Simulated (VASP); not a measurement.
Here is a VASP 6.6.1 calculation.

The input INCAR:

```
PREC     = Accurate       # precision mode
ENCUT    = 520            # plane-wave cutoff, eV
EDIFF    = 1E-7           # SCF threshold, eV
ISMEAR   = -1             # smearing method
SIGMA    = 0.05           # smearing width, eV
LREAL    = F              # projectors in reciprocal space
LASPH    = T              # aspherical terms in the spheres
NELM     = 80             # most SCF steps
ALGO     = Normal         # electronic algorithm
ISIF     = 2              # what is computed and relaxed
LWAVE    = F              # write WAVECAR
LCHARG   = T              # write CHGCAR
GGA      = PE             # functional
LELF     = T              # ELF
LVHAR    = T            
NBANDS   = 17             # bands
```

File KPOINTS:

```
regular mesh
0
Gamma
  8 8 8
```

The input POSCAR:

```
PbSe
1.0
    0.0000000000      3.0606500000      3.0606500000
    3.0606500000      0.0000000000      3.0606500000
    3.0606500000      3.0606500000      0.0000000000
Pb Se
1 1
Direct
    0.0000000000      0.0000000000      0.0000000000
    0.5000000000      0.5000000000      0.5000000000
```

Potentials or basis: VASP PAW PBE potentials, release 64 (Pb_d, Se).

Launch:

```sh
$ cat potpaw_PBE.64/Pb_d/POTCAR potpaw_PBE.64/Se/POTCAR > POTCAR
$ mpirun -np 1 vasp_std > vasp.out
```

Question: What does it give for the pressure?

Answer: 2.4 GPa.

Question: What does it give for the band gap on the k mesh?

Answer: 0.29 eV, direct.

Caveat: spin-orbit coupling is left out, which moves the levels of the heavy elements.

**The experiment to reproduce.**

From a printed reference work, monograph, for a bulk crystal of PbSe at 4.2 K: band gap 0.15 eV (direct).

Against the measured gap of PbSe, 0.15 eV (direct; 4.2 K; a printed reference work, monograph), the calculated 0.29 eV is off by +0.14 eV. 2 values of this kind are on record (0.15 to 0.28 eV); this one was drawn at random. Spin-orbit coupling on Pb, Se is left out. The value is that of PBE on a finite k mesh, which can miss the band edges, without temperature or zero-point motion.
